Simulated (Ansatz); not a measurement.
Set up this calculation in Ansatz 0.2.0, as the native input.

```yaml
Task: single point
Functional: LDA
Potentials_or_basis: Ansatz PAW
Cutoff: "420 eV (not typed: the program's choice for these potentials)"
k_mesh: 9 × 9 × 9
Occupations: gaussian, width 0.05 eV
Spin: collinear spin, ferromagnetic start
Starting_moments: "[1.0, 0.0, 0.0] μB"
```

Si2Ni:

```
Ni Si
1.0
     0.00000    2.70300    2.70300
     2.70300    0.00000    2.70300
     2.70300    2.70300    0.00000
Ni Si
1 2
Direct
  0.00000 0.00000 0.00000
  0.75000 0.75000 0.75000
  0.25000 0.25000 0.25000
```

These files were run (other wordings do the same):

input.yaml

```yaml
crystal:
  lattice:
    - [0.0, 2.703, 2.703]
    - [2.703, 0.0, 2.703]
    - [2.703, 2.703, 0.0]
  atoms:
    - { symbol: Ni, position: [0.0, 0.0, 0.0], spin: 1.0 }
    - { symbol: Si, position: [0.75, 0.75, 0.75] }
    - { symbol: Si, position: [0.25, 0.25, 0.25] }
hamiltonian:
  xc: lda
  pseudopotentials: { kind: paw }
magnetization:
  spin_polarized: true
kpoints:
  mp_grid: { grid: [9, 9, 9] }
scf:
  occupations: { method: gaussian, width: 0.05 }
output:
  forces: true
  stress: true
  eigenvalues: true
```

Potentials or basis: Ansatz PAW.

Command:

```console
$ ansatz run input.yaml --threads 2 --pin off --max-ram 5632MiB --backend cpu --events-out ev --progress --plain --runs-dir out
```

Results of the run:

```
Pressure               : -4.2 GPa
Band gap on the k mesh : none (metal or under the smearing width)
Net moment             : 0.00 μB per cell
Absolute moment        : 0.00 μB per cell
```

Caveat: the PAW data sets come from PBE, with cores solved anew for the run's functional, which leaves a small shift of forces and pressure; the starting moments weren't kept.

Run time: 2.4 s on 2 threads of Intel(R) Xeon(R) Platinum 8259CL CPU @ 2.50GHz (Skylake/Cascade Lake), on a shared host, peak memory 0.39 GiB.
